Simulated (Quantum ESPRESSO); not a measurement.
## Ta under changes of volume

One of the cells (18.819 Å³/atom); the others are scaled copies at fixed shape and fractional positions:

```
CELL_PARAMETERS angstrom
2.90037 0.00000 0.00000
-1.45019 2.51180 0.00000
0.00000 0.00000 5.16627
ATOMIC_POSITIONS crystal
Ta 0.33333 0.66667 0.25000
Ta 0.66667 0.33333 0.75000
```

This isn't the form of Ta at room conditions, which is bcc.

```yaml
Program: Quantum ESPRESSO 7.5
Functional: PBE
Potentials_or_basis: SSSP 1.3 efficiency PBE
Cutoff: 748 eV
Density_cutoff: 5987 eV
k_mesh: 11 × 11 × 5
Occupations: fermi-dirac, width 0.05 eV
Spin: no spin polarisation
```

```csv
volume (Å³/atom),energy over the lowest point (meV/atom),pressure (GPa)
17.689,34.83,11.8
18.066,12.90,7.1
18.442,1.63,2.7
18.819,0.00,-1.2
19.195,7.11,-4.7
19.571,?,?
19.948,44.31,-10.8
```

**Question.** What does the run at 19.571 Å³/atom give?

**Answer.** Energy over the lowest point 22.13 meV/atom; pressure -7.9 GPa.

Worked out: A Birch-Murnaghan fit of order 3 (a polynomial in V^(-2/3)) to the other rows has its minimum at 18.70 Å³/atom with B0 = V·E''(V) = 190 GPa and B' = 3.9 at fixed shape and positions, which overstates the stiffness. It gives 22.09 meV/atom at 19.571 Å³/atom, against the run's 22.13, and -dE/dV = -8.0 GPa, against -7.9.

Energies are extrapolated to zero smearing.
